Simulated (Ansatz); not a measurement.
**LiF: sound and stiffness along [100], [110] and [111]**

All numbers below come from DFT r2SCAN+D3(BJ), scalar-relativistic, plane waves, PAW in Ansatz. Settings: 500 eV plane-wave cutoff, Γ-centred 10×10×10 mesh, fixed occupations. No spin polarisation.

The cell is fixed (symmetry leaves no force on the atoms) and stands under 0.0 GPa:
```yaml
crystal:
  lattice:
    - [0.00000, 2.13060, 2.13060]
    - [2.13060, 0.00000, 2.13060]
    - [2.13060, 2.13060, 0.00000]
  atoms:
    - { symbol: Li, position: [0.00000, 0.00000, 0.00000] }
    - { symbol: F, position: [0.25000, 0.25000, 0.25000] }
```

The cell is the ideal cubic zincblende prototype; this isn't the usual structure of the compound.

With ions relaxed, on the cubic axes: C11 = 73.2, C12 = 55.3, C44 = 36.7 GPa. The density is 2.227 g/cm³.

Question: Is the crystal stable against strain, and how anisotropic is it?

Answer: Born's conditions hold: C11 + 2C12 = 183.7, C11 − C12 = 17.9 and C44 = 36.7 GPa are all positive. B = (C11 + 2C12)/3 = 61.2 GPa. The two shear moduli are C44 and C′ = (C11 − C12)/2 = 8.9 GPa, so Zener's ratio is A = C44/C′ = 4.10: the tetragonal shear C′ is the soft one, as in many fcc and bcc metals and zincblende crystals. The Cauchy pressure C12 − C44 is 18.6 GPa; it would vanish for pair forces between atoms on inversion centres at zero pressure, and a positive value is usual with metallic or many-body binding, and where atoms off inversion centres relax under shear, which lowers C44.

Question: Give the sound speeds along the three symmetry directions.

Answer: The Christoffel equation gives ρv² for each branch:
```tsv
direction	branch	ρv²	GPa	v (m/s)
[100]	L	C11	73.2	5732
[100]	T (×2)	C44	36.7	4060
[110]	L	(C11 + C12 + 2C44)/2	100.9	6732
[110]	T, u ∥ [001]	C44	36.7	4060
[110]	T, u ∥ [1-10]	(C11 − C12)/2	8.9	2004
[111]	L	(C11 + 2C12 + 4C44)/3	110.2	7034
[111]	T (×2)	(C11 − C12 + C44)/3	18.2	2859
```

In a piezoelectric crystal some branches stiffen further, which is left out.

Question: How does Young's modulus depend on direction?

Answer: Inverting gives S11 = 39.079, S12 = -16.818, S44 = 27.248 TPa⁻¹. Along a unit vector (l, m, n), 1/E = S11 − 2(S11 − S12 − S44/2)(l²m² + m²n² + n²l²), where the last bracket is 0, 1/4 and 1/3 for [100], [110] and [111]: E = 26, 56 and 92 GPa. With A > 1 the body diagonal is stiffest. For a film on (001), the biaxial modulus is C11 + C12 − 2C12²/C11 = 45 GPa and the normal strain is −2C12/C11 = -1.51 times the in-plane one.

Cost: 2 runs of about 4.1 core-minutes in all, on Arm Neoverse N1 (shared hosts).